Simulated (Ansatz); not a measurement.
**BaTiO3: changing the pressure**

The cell as given:

```cif
data_structure
_symmetry_space_group_name_H-M 'Amm2'
_symmetry_Int_Tables_number 38
_cell_length_a 3.9855
_cell_length_b 5.6738
_cell_length_c 5.6903
_cell_angle_alpha 90.000
_cell_angle_beta 90.000
_cell_angle_gamma 90.000
_cell_volume 128.67
loop_
_atom_site_label
_atom_site_type_symbol
_atom_site_symmetry_multiplicity
_atom_site_Wyckoff_symbol
_atom_site_fract_x
_atom_site_fract_y
_atom_site_fract_z
_atom_site_occupancy
Ba1 Ba 2 a 0.00000 0.00000 0.00000 1
Ti1 Ti 2 b 0.50000 0.50000 0.01240 1
O1 O 4 e 0.50000 0.74330 0.24854 1
O2 O 2 a 0.00000 0.50000 0.98740 1
```

The cell comes from a database or a generator and needn't be the form met in nature.

Kept alike: task relaxation of cell and atoms; functional PBEsol; k mesh 7 × 7 × 7; occupations fermi-dirac, width 0.05 eV; no spin polarisation. Program: Ansatz, Ansatz PAW, cutoff 420 eV. The mesh is that of the run's cell of 5 atoms. No spin-orbit coupling.

```csv
"pressure, P (GPa)",volume (Å³/atom)
0,12.685
2,12.491
5,12.243
10,11.908
20,11.430
30,11.036
```

The relaxations keep at least the cell's symmetry (Amm2). The runs follow the start's structure, whether or not it is the stable one at these pressures. Ansatz's relaxations hold a Pulay term in the stress (up to 0.7 GPa here). All rows use potentials made for PBE.

**Question.** What does the pressure change here?

**Answer.** The volume falls from 12.685 to 11.036 Å³/atom between 0 and 30 GPa. The volume falls ever more slowly, since the solid stiffens under load. At the pressures aimed at, which the runs meet within some tenths of a GPa, the step from 0 to 5 GPa gives a mean bulk modulus near 141 GPa, the last step 285 GPa.
